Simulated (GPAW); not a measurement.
Set up this calculation in GPAW 26.7.0, as an ASE script.

| Property | Result |
| --- | --- |
| Task | relaxation of cell and atoms |
| Functional | PBEsol |
| Potentials or basis | PAW data sets generated in the run's folder for this functional |
| Cutoff | 800 eV |
| Basis | pw |
| k mesh | 7 × 7 × 7 |
| Occupations | fermi-dirac, width 0.05 eV |
| Spin | no spin polarisation |
| Target pressure | 20 GPa |
| Maxiter | 150 |
| Optimizer | BFGS |
| Fmax | 0.02 eV/Å |
| Max steps | 60 |
| Target pressure | 20 GPa |
| Convergence | density=1e-05 forces=0.0001 |

The system is NaI.

```
CELL_PARAMETERS angstrom
0.00000 3.23640 3.23640
3.23640 0.00000 3.23640
3.23640 3.23640 0.00000
ATOMIC_POSITIONS crystal
I 0.50000 0.50000 0.50000
Na 0.00000 0.00000 0.00000
```

The input as run:

run.py

```python
from ase import Atoms
from ase.filters import FrechetCellFilter
from ase.io import write
from ase.optimize import BFGS
from ase.units import GPa
from gpaw import GPAW, PW, setup_paths

setup_paths.insert(0, '.')

atoms = Atoms(['I', 'Na'],
              cell=[[0.0, 3.2364, 3.2364],
                    [3.2364, 0.0, 3.2364],
                    [3.2364, 3.2364, 0.0]],
              scaled_positions=[[0.5, 0.5, 0.5],
                                [0.0, 0.0, 0.0]],
              pbc=True)

calc = GPAW(mode=PW(800),
            xc='PBEsol',
            kpts={'size': (7, 7, 7), 'gamma': True},
            occupations={'name': 'fermi-dirac', 'width': 0.05},
            nbands=15,
            convergence={'density': 1e-05, 'forces': 0.0001},
            maxiter=150,
            txt='gpaw.txt')
atoms.calc = calc
opt = BFGS(FrechetCellFilter(atoms, scalar_pressure=20 * GPa), trajectory='relax.traj', logfile='-')
done = opt.run(fmax=0.02, steps=60)
calc.write('gs.gpw')
write('result.traj', atoms)
print('Converged:', done)
print('Cell:', atoms.cell.cellpar().round(4))
print('Volume:', round(atoms.get_volume(), 4))
print(atoms.get_scaled_positions().round(5))
```

Potentials or basis: PAW data sets generated in the run's folder for this functional, pw.

Launch:

```console
$ gpaw-setup -f PBEsol I Na
$ OMP_NUM_THREADS=1 python run.py
```

It gave:

```yaml
Relaxed_volume: 21.55 Å³/atom
Relaxed_cell: a = 3.936 Å, b = 3.936 Å, c = 3.936 Å, α = 60.00°, β = 60.00°, γ = 60.00°
Space_group_after_relaxing_to_0.05_Å: Fm-3m (No. 225)
Energy_change_on_relaxing_the_enthalpy_is_what_falls: +466.8 meV/atom
Ionic_steps: 5
Pressure_after_relaxing: 19.9 GPa
Band_gap_on_the_k_mesh: 4.16 eV, indirect (least direct gap 5.34 eV)
```

Caveat: later steps reuse the first step's grids; the volume moved by over 15 % at a fixed basis, so the end points are rough; spin-orbit coupling is left out, which moves the levels of the heavy elements; an odd mesh through Γ misses points on the zone boundary, where band edges often lie.

Run time: 65 s on 1 thread of Arm Neoverse V2 (shared host), peak memory 0.24 GiB.
